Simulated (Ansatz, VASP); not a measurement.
## CaSe in VASP and in Ansatz

Contents of INCAR:

```
ALGO = Normal ; EDIFF = 1E-7
EDIFFG = -0.02 ; ENCUT = 520
GGA = PE ; IBRION = 2
ISIF = 2 ; ISMEAR = -1
LASPH = True ; LCHARG = False
LREAL = False ; LWAVE = False
NELM = 80 ; NSW = 40
PREC = Accurate ; SIGMA = 0.05
```

File KPOINTS:

```
k-points
0
Gamma
  8 8 8
```

File POSCAR:

```
CaSe
1.0
    0.0000000000      2.9560000000      2.9560000000
    2.9264400000      0.0000000000      2.9560000000
    2.9264400000      2.9560000000      0.0000000000
Se Ca
1 1
Direct
    0.5000000000      0.5000000000      0.5000000000
    0.0000000000      0.0000000000      0.0000000000
```

The input input.yaml:

```yaml
crystal:
  lattice:
    - [0.0, 2.956, 2.956]
    - [2.92644, 0.0, 2.956]
    - [2.92644, 2.956, 0.0]
  atoms:
    - { symbol: Se, position: [0.5, 0.5, 0.5] }
    - { symbol: Ca, position: [0.0, 0.0, 0.0] }
hamiltonian:
  xc: pbe
  pseudopotentials: { kind: paw }
kpoints:
  mp_grid: { grid: [8, 8, 8] }
scf:
  occupations: { method: fermi_dirac, width: 0.05 }
output:
  forces: true
  stress: true
  eigenvalues: true
relax:
  f_tol: 0.01
  max_steps: 40
```

Change from the starting cell: strain = -0.01.

Alike in both runs: task relaxation of the atoms; functional PBE; k mesh 8 × 8 × 8; occupations fermi-dirac, width 0.05 eV; no spin polarisation.

|  | VASP | Ansatz |
| --- | --- | --- |
| version | VASP 6.6.1 | Ansatz 0.2.0 |
| potentials or method | VASP PAW PBE potentials, release 64 (Se, Ca_sv) | Ansatz PAW |
| plane-wave cutoff (eV) | 520 | 420 |
| valence electrons in the cell | 16 | 26 |

```csv
,VASP,Ansatz,Ansatz less VASP
"gap on the k mesh at the Fermi level, each at its own relaxed structure (eV)",1.99,2.00,+0.011
```

The two sets of potentials don't hold the same shells in valence.

Caveats: the relaxation stopped at its first step, so nothing moved. A k mesh can miss the band edges.
